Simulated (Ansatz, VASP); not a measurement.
## MgB2: VASP beside Ansatz

```xyz
3
Lattice="3.0952 0.0000 0.0000 -1.5476 2.6806 0.0000 0.0000 0.0000 3.5347" Properties=species:S:1:pos:R:3 pbc="T T T"
Mg    0.0000    0.0000    0.0000
B     0.0000    1.7870    1.7674
B     1.5476    0.8935    1.7674
```

Change from the starting cell: volume scaled by 1.01, crystal datasets.

Alike in both runs: task electric field gradients; functional LDA; k mesh 15 × 15 × 12; occupations fermi-dirac, width 0.05 eV; no spin polarisation.

```csv
,VASP,Ansatz
version,VASP 6.6.1,Ansatz 0.2.0
potentials or method,"VASP PAW LDA potentials, release 64 (Mg, B), cutoff 520 eV","all-electron PAW with datasets made for the crystal, scalar-relativistic"
```

Ansatz gave:

| Quantity | Value |
| --- | --- |
| pressure (GPa) | -8.9 |
| largest component of the traceless stress (GPa) | 2.09 |
| Vzz of the field gradient on the site that differs most (V/Å²) | -2.8 |

Problem. Estimate VASP's values.

Solution. Pressure (GPa): -9.5; largest component of the traceless stress (GPa): 1.97; Vzz of the field gradient on the site that differs most (V/Å²): -0.6.

Ansatz ran all-electron here, so the differences hold the error of VASP's frozen core and of both bases.
